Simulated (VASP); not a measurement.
The system is NiO.

```
CELL_PARAMETERS angstrom
0.00000 2.08590 2.08590
2.08590 0.00000 2.08590
2.08590 2.08590 0.00000
ATOMIC_POSITIONS crystal
Ni 0.00000 0.00000 0.00000
O 0.50000 0.50000 0.50000
```

Base run:

```yaml
Program: VASP 6.6.1
Functional: SCAN
Potentials_or_basis: VASP PAW PBE potentials, release 64 (Ni, O)
Cutoff: 520 eV
k_mesh: 11 × 11 × 11
Occupations: fermi-dirac, width 0.05 eV
Spin: collinear spin, ferromagnetic start
Starting_moments: "[1.0, 0.0] μB"
```

Its results: pressure 1.8 GPa; net moment 2.00 μB per cell; site moments Ni +1.70; O +0.26 μB.

Problem. The run is repeated on the same cell with these changes: functional from SCAN to TPSS; further incar settings from ALGO = Normal; EDIFF = 1e-06 to ALGO = Normal; EDIFF = 1e-07. What comes out?

Solution. Pressure 4.5 GPa; net moment 1.95 μB per cell; site moments Ni +1.61; O +0.29 μB.

Caveats: the PAW data sets were made with another functional, which shifts forces and pressure a little; a cell with one magnetic atom can't hold antiferromagnetic order, which such compounds often take.
